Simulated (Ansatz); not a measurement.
InPd in Ansatz: convergence with k mesh

InPd:

```xyz
2
Lattice="3.2719 0.0000 0.0000 0.0000 3.2719 0.0000 0.0000 0.0000 3.2719" Properties=species:S:1:pos:R:3 pbc="T T T"
In    0.0000    0.0000    0.0000
Pd    1.6359    1.6359    1.6359
```

The cell comes from a database or a generator and needn't be the stable form of this composition.

| Quantity | Value |
| --- | --- |
| Program | Ansatz 0.2.0 |
| Task | convergence study |
| Functional | PBE |
| Potentials or basis | Ansatz NC |
| Cutoff | 1116 eV (not typed: the program's choice for these potentials) |
| k mesh | 3 × 3 × 3 |
| Occupations | gaussian, width 0.1 eV |
| Spin | no spin polarisation |

These are the settings of the first run; the series varies k mesh, with any setting tied to it.

Hardware: 2 threads of Intel(R) Xeon(R) Processor @ 2.70GHz (shared host).

| k mesh | energy less the tightest run, at zero smearing (meV/atom) | pressure (GPa) | SCF cycles | CPU time (s) | peak memory (GiB) |
| --- | --- | --- | --- | --- | --- |
| 3 × 3 × 3 | 90.37 | 2.94 | 10 | 1.1 | 0.28 |
| 4 × 4 × 4 | 5.72 | 3.86 | 10 | 2.9 | 0.3 |
| 5 × 5 × 5 | 0.80 | 4.47 | 10 | 3.5 | 0.3 |
| 6 × 6 × 6 | 13.38 | 4.01 | 9 | 4.4 | 0.33 |
| 7 × 7 × 7 | -6.86 | 4.05 | 7 | 3.8 | 0.33 |
| 9 × 9 × 9 | 4.42 | 3.82 | 7 | 7.2 | 0.35 |
| 11 × 11 × 11 | -2.40 | 3.67 | 10 | 13 | 0.38 |
| 13 × 13 × 13 | 0.00 | 3.77 | 7 | 17 | 0.42 |

Not settled before the last step: the energy (to 1 meV/atom), the pressure (to 0.1 GPa). Meshes of other sizes hit other points, so gaps and Fermi surfaces needn't settle smoothly. The tightest run that finished is the yardstick and may itself not be fully converged.
